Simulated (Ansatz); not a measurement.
Input and output of a one-shot G0W0 calculation on CaO (from a published structure) (Ansatz, G0W0@PBE with 190 empty bands, a screening cutoff of 210 eV and a 4×4×4 mesh). The cell was relaxed beforehand with r2SCAN.

The input:
```yaml
crystal:
  lattice:
    - [0.0, 2.3975473891, 2.3975473891]
    - [2.3975473891, 0.0, 2.3975473891]
    - [2.3975473891, 2.3975473891, 0.0]
  atoms:
    - { symbol: Ca, position: [0.0, 0.0, 0.0] }
    - { symbol: O, position: [0.5, 0.5, 0.5] }
kpoints:
  mp_grid: { grid: [4, 4, 4] }
hamiltonian:
  xc: pbe
scf:
  occupations: { method: fixed }
gw:
  n_empty_bands: 190
  ecut_chi: 210
  qp_bands: [v2, c2]
  qp_kpoints: band_edges
  screening: { model: contour_deformation }
```

Run as `ansatz run input.yaml --threads 4 --pin off --max-ram 5529MiB --backend cpu --events-out ev --progress --plain --runs-dir out`. Wall time 9.2 s on 4 threads of AMD EPYC 7R43 64-Core Processor (Zen 3), with other jobs on the host, load about 1.6 per core; peak host memory 0.38 GiB.

Abridged output:
```
Functional definition: PBE
Crystal: 2 atoms, lattice volume = 27.563 Å³
Basis set: ecut = 420 eV, 537 PW (Γ)
Bands: 12, of which v1, the nominal top of the filled ones, is band 8 counted from 1 (7 counted from 0)
Symmetry: 48 space group operations
Space group: Fm-3m (ITA 225)
k-points: 8 of 64
preconditioner: auto → none  [insulator: Δε(μ)=3.651 eV  ℏωp=26.5 eV]
SCF 1 converged in 7 iterations: F = -2387.713802 eV  dr2 = 5.51e-8
SCF converged after 7 iterations
Free energy (F): -2387.713802 eV
Fermi energy:    7.779322 eV
--- Per-component energies (eV) ---
  E_band       = -99.442193
  E_kinetic    = 456.503675
  E_local      = -887.952777
  E_nonlocal   = 111.525538
  E_hartree    = 294.537315
  E_xc         = -213.392986
  E_vxc        = -268.491110
  E_paw        = -1016.343645
  E_vpaw       = -100.100422
  E_ewald      = -1132.593347
--- G₀W₀: contour deformation, 6 samples at zero and on the imaginary axis and 2 off it, 64 q-points, 190 empty bands' worth ---
    ik  band        ε_KS         Σx   Σc(E_QP)       V_xc       Z   E_QP_lin       E_QP  E_QP is
     0     7      7.7793   -25.5711     4.2433   -20.2152  0.7493     6.6485     6.6668  root
     0     8      7.7793   -25.5711     4.2433   -20.2152  0.7493     6.6485     6.6668  root
     0     9     12.5641    -7.5090    -4.1230   -12.1844  0.8261    13.1193    13.1165  root
     0    10     14.0272    -7.5458    -5.3008   -14.6049  0.8080    15.8316    15.7855  root
     3     7      7.4814   -25.1414     4.2352   -19.7547  0.7494     6.3095     6.3299  root
     3     8      7.4814   -25.1414     4.2352   -19.7547  0.7494     6.3095     6.3299  root
     3     9     12.4939    -6.5321    -4.7866   -12.6724  0.8210    13.8696    13.8476  root
     3    10     14.4548    -8.1571    -4.6078   -13.7678  0.8133    15.4697    15.4578  root
     6     7      7.4073   -25.3135     4.2983   -19.8330  0.7486     6.2032     6.2250  root
     6     8      7.4073   -25.3135     4.2983   -19.8330  0.7486     6.2032     6.2250  root
     6     9     11.4258    -6.1890    -4.5029   -11.8539  0.8274    12.6022    12.5877  root
     6    10     15.8759    -9.8842    -5.5321   -17.4133  0.7974    17.9363    17.8728  root
     7     7      6.7232   -24.0865     4.2216   -18.6001  0.7495     5.4313     5.4583  root
     7     8      6.7232   -24.0865     4.2216   -18.6001  0.7495     5.4313     5.4583  root
     7     9     14.1174    -8.3539    -4.9957   -14.8697  0.7991    15.6716    15.6376  root
     7    10     14.1174    -8.3539    -4.9957   -14.8697  0.7991    15.6716    15.6376  root
```

The points are ik 0 = (0, 0, 0) (Γ), ik 3 = (0, 1/4, 1/4), ik 6 = (0, -1/2, -1/2), ik 7 = (1/4, -1/2, -1/4); band 8 is the last filled one.

Over the mesh points the PBE gap of 3.65 eV becomes a quasiparticle gap of 5.92 eV (Γ to k = (0, -1/2, -1/2)), a change of +2.27 eV. Renormalisation factors Z lie between 0.75 and 0.83. G0W0 values are finite-basis, finite-mesh values.

Spin-unpolarised calculation; the starting structure is a published one, and the numbers are computed.
